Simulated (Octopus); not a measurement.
# AlN (P6_3mc) in Octopus: reference runs

Aim: a first look at AlN with PBE, on the cell as given.

Program: Octopus 16.4. These are calculated values, not measurements. Logs are shortened: lines on timing, memory, paths and dates and some standing lists are left out, and cuts for length are marked.

**What was measured.**

From “Structural and optical properties of self-assembled AlN nanowires grown on SiO2/Si substrates by molecular beam epitaxy”, 2024, arxiv:2402.00216, for a bulk crystal of AlN at 0 K: band gap 6.0343 eV (an exciton energy, a little under the gap).

The runs below are set against these values where they give the same quantity.

### Step 1. Starting point

The structure is hexagonal, space group P6_3mc (No. 186). Conventional cell: a = 3.113 Å, b = 3.113 Å, c = 4.981 Å, α = 90.00°, β = 90.00°, γ = 120.00°. Around Al (site symmetry 3m) lie 4 N at 1.89 Å. N (site symmetry 3m) is surrounded by 4 Al at 1.89 Å.

### Step 2. Single point, PBE

The input, inp:

```
CalculationMode = gs
UnitsOutput = eV_Angstrom
PeriodicDimensions = 3
ExperimentalFeatures = yes
PseudopotentialSet = pseudodojo_pbe
%LatticeParameters
 1*angstrom | 1*angstrom | 1*angstrom
%
%LatticeVectors
 3.113 | 0 | 0
 -1.5565 | 2.695937082 | 0
 0 | 0 | 4.981
%
%ReducedCoordinates
 "Al" | 0.6666666667 | 0.3333333333 | 0.5
 "Al" | 0.3333333333 | 0.6666666667 | 0
 "N" | 0.6666666667 | 0.3333333333 | 0.88
 "N" | 0.3333333333 | 0.6666666667 | 0.38
%
%Spacing
 0.12452000*angstrom | 0.12452000*angstrom | 0.12452500*angstrom
%
DerivativesOrder = 8
%KPointsGrid
 10 | 10 | 6
%
KPointsUseSymmetries = yes
XCFunctional = gga_x_pbe + gga_c_pbe
SmearingFunction = fermi_dirac
Smearing = 0.05*eV
ExtraStates = 8
Eigensolver = chebyshev_filter
ConvRelDens = 3e-7
MaximumIter = 120
```

Potentials or basis: pseudodojo_pbe (PseudoDojo 0.5, PBE).

Command:

```sh
$ OMP_NUM_THREADS=1 octopus > out.log
```

out.log:

```text
Running octopus

Version                : 16.4
Optional libraries     :

************************** Calculation Mode **************************
Input: [CalculationMode = gs]
**********************************************************************

Input: [SpinComponents = unpolarized]

******************************* Space ********************************
Octopus will run in 3 dimension(s).
Octopus will treat the system as periodic in 3 dimension(s).
**********************************************************************

Input: [AllElectronType = no]
Input: [PseudopotentialSet = pseudodojo_pbe]
Reading Coordinates from ReducedCoordinates block

****************************** Species *******************************
  Species 'Al'
    type             : pseudopotential
    file             : 'Al.upf'
    file format      : UPF2
    valence charge   : 3.0
    atomic number    :  13
    form on file     : kleinman-bylander
    lmax             : 2
    llocal           : -1
    projectors per l : 2
    total projectors : 6
    application form : kleinman-bylander
    orbitals         :  4
    bound orbitals   :  4

  Species 'N'
    type             : pseudopotential
    file             : 'N.upf'
    file format      : UPF2
    valence charge   : 5.0
    atomic number    :   7
    form on file     : kleinman-bylander
    lmax             : 1
    llocal           : -1
    projectors per l : 2
    total projectors : 4
    application form : kleinman-bylander
    orbitals         :  4
    bound orbitals   :  4

**********************************************************************

***************************** Symmetries *****************************
Space group No.  186
International: P6_3mc
Schoenflies: C6v^4
Info: The system has     6 symmorphic symmetries that can be used.
  Index                Rotation matrix                      Fractional translations
    1 :     1   0   0     0   1   0     0   0   1      0.000000    0.000000    0.000000
    2 :     0   1   0    -1  -1   0     0   0   1      0.000000    0.000000    0.000000
    3 :    -1  -1   0     1   0   0     0   0   1      0.000000    0.000000    0.000000
    4 :     1   1   0     0  -1   0     0   0   1      0.000000    0.000000    0.000000
    5 :     0  -1   0    -1   0   0     0   0   1      0.000000    0.000000    0.000000
    6 :    -1   0   0     1   1   0     0   0   1      0.000000    0.000000    0.000000
Info: The system also has     6 nonsymmorphic symmetries (not used for electrons).
    1 :     1   1   0    -1   0   0     0   0   1     -0.000000   -0.000000   -0.500000
    2 :    -1   0   0     0  -1   0     0   0   1     -0.000000   -0.000000   -0.500000
    3 :     0  -1   0     1   1   0     0   0   1      0.000000   -0.000000   -0.500000
    4 :     0   1   0     1   0   0     0   0   1      0.000000   -0.000000   -0.500000
    5 :     1   0   0    -1  -1   0     0   0   1     -0.000000   -0.000000   -0.500000
    6 :    -1  -1   0     0   1   0     0   0   1     -0.000000   -0.000000   -0.500000
**********************************************************************

Input: [CurvMethod = curv_affine]
Input: [DerivativesStencil = stencil_stargeneral]

****************************** Lattice *******************************
  Lattice Vectors [A]
    3.113000    0.000000    0.000000
   -1.556500    2.695937    0.000000
    0.000000    0.000000    4.981000
  Cell volume =            41.8028 [A^3]
  Reciprocal-Lattice Vectors [A^-1]
    2.018370    1.165306   -0.000000
    0.000000    2.330613    0.000000
    0.000000   -0.000000    1.261430
[... 164 lines left out ...]
      Block       2 contains       4 states:       5 -       8
      Block       3 contains       4 states:       9 -      12
      Block       4 contains       4 states:      13 -      16
Info: Ground-state allocation done.
Info: Could not find 'restart/gs' directory for restart.
[... 5 lines left out ...]

**************************** Eigensolver *****************************
Input: [Eigensolver = chebyshev_filter]
Input: [SubspaceDiagonalization = standard]
**********************************************************************

Input: [MixField = potential] (what to mix during SCF cycles)
Input: [MixingScheme = broyden]
Info: Mixing uses    4 steps and restarts after   20 steps.
Input: [LCAOStart = lcao_states]
Input: [LCAOScaleFactor = 1.000]
Input: [LCAOMaximumOrbitalRadius = 10.58 A]
Info: Unnormalized total charge =     15.986231
Info: Renormalized total charge =     16.000000

** Warning:
**   Symmetrization discrepancy ratio (scalar) =  3.13600E-04

Info: Setting up Hamiltonian.
Info: Performing initial LCAO calculation with     16 orbitals.
Info: Getting Hamiltonian matrix elements.

Eigenvalues [eV]
 #st  Spin   Eigenvalue      Occupation
#k =       1, k = (  0.000000,  0.000000,  0.000000)
   1   --   -13.995407       2.000000
   2   --   -12.413180       2.000000
   3   --    -3.957629       2.000000
   4   --    -0.121162       2.000000
   5   --    -0.120167       2.000000
   6   --     0.454995       2.000000
[... 8 lines left out ...]
  15   --    17.948434       0.000000
  16   --    17.948862       0.000000
#k =       2, k = (  0.100000,  0.000000,  0.000000)
   1   --   -13.838737       2.000000
   2   --   -12.298757       2.000000
   3   --    -3.747527       2.000000
   4   --    -0.208619       2.000000
   5   --    -0.029771       2.000000
   6   --     0.355036       2.000000
[... 8 lines left out ...]
  15   --    18.208958       0.000000
  16   --    18.252500       0.000000
[... 70 further k-points ...]
Fermi energy =     6.967331 eV
Info: Ground-state restart information will be written to 'restart/gs'.
Info: SCF using complex wavefunctions.
Info: Starting SCF iteration.

** Warning:
**   Symmetrization discrepancy ratio (scalar) =  6.63707E-02

*********************** SCF CYCLE ITER #    1 ************************
 etot  = -7.95714896E+02 abs_ev   =  4.40E+01 rel_ev   =  6.32E-01
 ediff =        2.92E+01 abs_dens =  4.69E+00 rel_dens =  2.93E-01
Matrix vector products: 1800
Converged eigenvectors: 0

#  State  KPoint  Eigenvalue [eV]  Occupation    Error
      1       1      -14.140040    2.000000   ( 7.9E-06)
      1       3      -14.053454    2.000000   ( 8.1E-06)
      1       2      -14.037649    2.000000   ( 8.2E-06)
      1       5      -13.952986    2.000000   ( 8.4E-06)
      1       6      -13.952986    2.000000   ( 1.0E-05)
      1       4      -13.841401    2.000000   ( 1.0E-05)
      1       9      -13.805618    2.000000   ( 9.9E-06)
      1       7      -13.760771    2.000000   ( 1.0E-05)
[... 23 lines left out ...]
     16      22       18.286415    0.000000   ( 7.5E-01)
     16      38       18.496035    0.000000   ( 9.2E-01)
     16      62       18.506710    0.000000   ( 6.4E-01)
     16      39       18.525765    0.000000   ( 1.0E+00)
     16      50       18.611526    0.000000   ( 1.4E+00)
     16      54       18.751087    0.000000   ( 1.1E+00)
     16      34       18.824020    0.000000   ( 1.1E+00)
     16      18       19.022108    0.000000   ( 9.0E-01)

Density of states:

----------------------------%-----------------------------------------
----------------------------%%----------------------------------------
----------------------------%%----------------------------------------
----%----------------------%%%----------------------------------------
---%%------------------%---%%%------------------------%------%--------
---%%-----------------%%---%%%------------------%-----%---%--%--------
---%%-----------------%%-%%%%%-----------------%%%----%%-%%%-%--------
--%%%-----------------%%%%%%%%-----------------%%%---%%%-%%%%%%%------
--%%%-----------------%%%%%%%%-----------------%%%%-%%%%-%%%%%%%%-%---
-%%%%----------------%%%%%%%%%%--------------%%%%%%%%%%%%%%%%%%%%%%%%-
                                   ^

Fermi energy =     2.441034 eV

**********************************************************************

*********************** SCF CYCLE ITER #    2 ************************
 etot  = -7.17072851E+02 abs_ev   =  3.03E+01 rel_ev   =  7.71E-01
 ediff =        2.89E+00 abs_dens =  1.93E+00 rel_dens =  1.21E-01
Matrix vector products: 1800
Converged eigenvectors: 0
[... 151 lines left out ...]
*********************** SCF CYCLE ITER #   15 ************************
 etot  = -6.96334824E+02 abs_ev   =  1.02E-05 rel_ev   =  3.35E-07
 ediff =        1.10E-07 abs_dens =  7.34E-07 rel_dens =  4.59E-08
Matrix vector products: 1800
Converged eigenvectors: 142

#  State  KPoint  Eigenvalue [eV]  Occupation    Error
      1       1      -11.828581    2.000000   ( 2.6E-08)
      1       3      -11.722191    2.000000   ( 3.4E-08)
      1       2      -11.701684    2.000000   ( 2.7E-08)
      1       6      -11.597024    2.000000   ( 2.5E-08)
      1       5      -11.597024    2.000000   ( 2.5E-08)
      1       4      -11.455815    2.000000   ( 2.5E-08)
      1       9      -11.413812    2.000000   ( 2.1E-08)
      1       7      -11.354864    2.000000   ( 2.4E-08)
[... 23 lines left out ...]
     16      62       18.307416    0.000000   ( 2.3E-02)
     16      43       18.393232    0.000000   ( 2.1E-02)
     16      44       18.441799    0.000000   ( 1.9E-02)
     16      67       18.514980    0.000000   ( 1.6E-02)
     16      50       18.587376    0.000000   ( 1.7E-02)
     16      54       18.777407    0.000000   ( 2.2E-02)
     16      65       18.782919    0.000000   ( 1.6E-02)
     16      18       19.356352    0.000000   ( 2.3E-02)

Density of states:

--------------------------------%-------------------------------------
-------------------------------%%--------------------------%----------
------------------------------%%%--------------------------%-%--------
-----%-----------------%------%%%---------------%------%--%%%%--------
----%%%----------------%-----%%%%---------------%----%-%--%%%%--------
----%%%---------------%%---%%%%%%---------------%----%-%--%%%%%-------
----%%%---------------%%%%%%%%%%%-------------%%%----%%%%-%%%%%-------
---%%%%---------------%%%%%%%%%%%%------------%%%%%-%%%%%-%%%%%%%-----
--%%%%%---------------%%%%%%%%%%%%-----------%%%%%%-%%%%%-%%%%%%%%-%--
-%%%%%%--------------%%%%%%%%%%%%%-----------%%%%%%%%%%%%%%%%%%%%%%%--
                                       ^

Fermi energy =     5.745797 eV

**********************************************************************

Info: SCF converged in   15 iterations

** Warning:
**   Some of the states are not fully converged!

Info: Number of matrix-vector products:      27000
Info: Finished writing information to 'restart/gs'.

Octopus emitted 18 warnings.
```

Wall time 8.5 min (1 thread of Arm Neoverse V2, shared host); peak memory 1.5 GiB.

What came out:

```
Free energy            : -696.3348 eV
Largest force          : 0.130 eV/Å
Band gap on the k mesh : 4.22 eV, direct
```

Forces in eV/Å, atoms in the order of the input:
```
Al   0.000  0.000 -0.130
Al   0.000  0.000 -0.130
N    0.000  0.000  0.130
N    0.000  0.000  0.130
```

### Step 3. How close it comes

Step 2. Measured gap of AlN: 6.0343 eV (an exciton energy, a little under the gap; 0 K; quoted in “Structural and optical properties of self-assembled AlN nanowires grown on SiO2/Si substrates by molecular beam epitaxy”, 2024, arxiv:2402.00216). This calculation gives 4.22 eV (-1.81 eV). 2 values of this kind are on record (6.034 to 6.0343 eV); this one was drawn at random. The value is that of PBE on a finite k mesh, which can miss the band edges, without temperature or zero-point motion. Semilocal functionals fall short of measured gaps as a rule.
